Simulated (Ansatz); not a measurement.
# Γ-surface in Al

Level of theory: DFT PBE, scalar-relativistic, plane waves, PAW in Ansatz. Cutoff 420 eV, Γ-centred 19×19×4 k-points, Gaussian smearing of 0.15 eV. No spin polarisation. Energies are free energies at this smearing, counted from the undisturbed cell; pressure is positive in compression.

Zero of the scan (as given, not relaxed at this level; it stands at -0.4 GPa):

```
Al
1.0
     2.02398   -2.02398    0.00000
     2.02398    0.00000   -2.02398
     8.09592    8.09592    8.09592
Al
6
Direct
  0.66667 0.66667 0.08332
  0.00000 0.00000 0.91665
  0.33333 0.33333 0.24998
  0.66667 0.66667 0.58332
  0.00000 0.00000 0.41665
  0.33333 0.33333 0.74998
```

Vector c is tilted by p·a + q·b with the atoms' Cartesian places fixed: one unrelaxed fault a cell on a (1 1 1) plane of area 7.10 Å². Points are written (p, q).

p was sampled at 0.000, 0.167, 0.333, 0.500, 0.667, 0.833 and q at 0.000, 0.167, 0.333, 0.500, 0.667, 0.833.

Question: Where on the computed points is the energy highest, and how high?

Answer: At (0.333, 0.333): 1165 mJ/m².

Question: Away from (0, 0), which computed point is lowest?

Answer: (0.667, 0.667): 121 mJ/m².

The map, in mJ/m²:

| p \ q | 0.000 | 0.167 | 0.333 | 0.500 | 0.667 | 0.833 |
| --- | --- | --- | --- | --- | --- | --- |
| 0.000 | 0 | 125 | 390 | 533 | 390 | 125 |
| 0.167 | 125 | 493 | 893 | 893 | 493 | 125 |
| 0.333 | 390 | 893 | 1165 | 893 | 390 | 164 |
| 0.500 | 533 | 893 | 893 | 533 | 207 | 207 |
| 0.667 | 390 | 493 | 390 | 207 | 121 | 207 |
| 0.833 | 125 | 125 | 164 | 207 | 207 | 164 |